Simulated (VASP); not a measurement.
Wanted: the native input for a VASP 6.6.1 run.

```
Task                   : single point
Functional             : PBE
Dispersion             : D3(BJ)
Potentials or basis    : VASP PAW PBE potentials, release 64 (Ag, Br)
Cutoff                 : 520 eV
k mesh                 : 8 × 8 × 8
Occupations            : gaussian, width 0.02 eV
Spin                   : no spin polarisation
Dipole correction      : no
Further INCAR settings : ALGO = Normal; EDIFF = 1e-07; NBANDS = 16
```

The structure of AgBr lies in POSCAR:

```
AgBr
1.0
    0.0000000000      2.8655374789      2.8655374789
    2.8655374789      0.0000000000      2.8655374789
    2.8655374789      2.8655374789      0.0000000000
Ag Br
1 1
Direct
    0.0000000000      0.0000000000      0.0000000000
    0.5000000000      0.5000000000      0.5000000000
```

The cell is a database's computed one.

These files were run (other wordings do the same):

INCAR

```
SYSTEM = AgBr
  PREC = Accurate
  ENCUT = 520
  EDIFF = 1E-7
  ISMEAR = 0
  SIGMA = 0.02
  LREAL = .False.
  LASPH = .True.
  NELM = 100
  ALGO = Normal
  ISIF = 2
  LWAVE = .False.
  LCHARG = .True.
  GGA = PE
  IVDW = 12
  LELF = .True.
  LVHAR = .True.
  NBANDS = 16
```

KPOINTS

```
Automatic mesh
0
Gamma
  8 8 8
  0 0 0
```

Potentials or basis: VASP PAW PBE potentials, release 64 (Ag, Br).

The run is started by

```bash
$ cat potpaw_PBE.64/Ag/POTCAR potpaw_PBE.64/Br/POTCAR > POTCAR
$ mpirun -np 1 vasp_std > vasp.out
```

Results of the run:

```
Pressure                   : -0.1 GPa
Band gap on the k mesh     : 0.67 eV, indirect (least direct gap 2.62 eV)
Dispersion energy per atom : -0.367 eV
```

It took 21 s on 1 thread of Intel(R) Xeon(R) Platinum 8488C (Sapphire Rapids), on a shared host, peak memory 0.18 GiB.
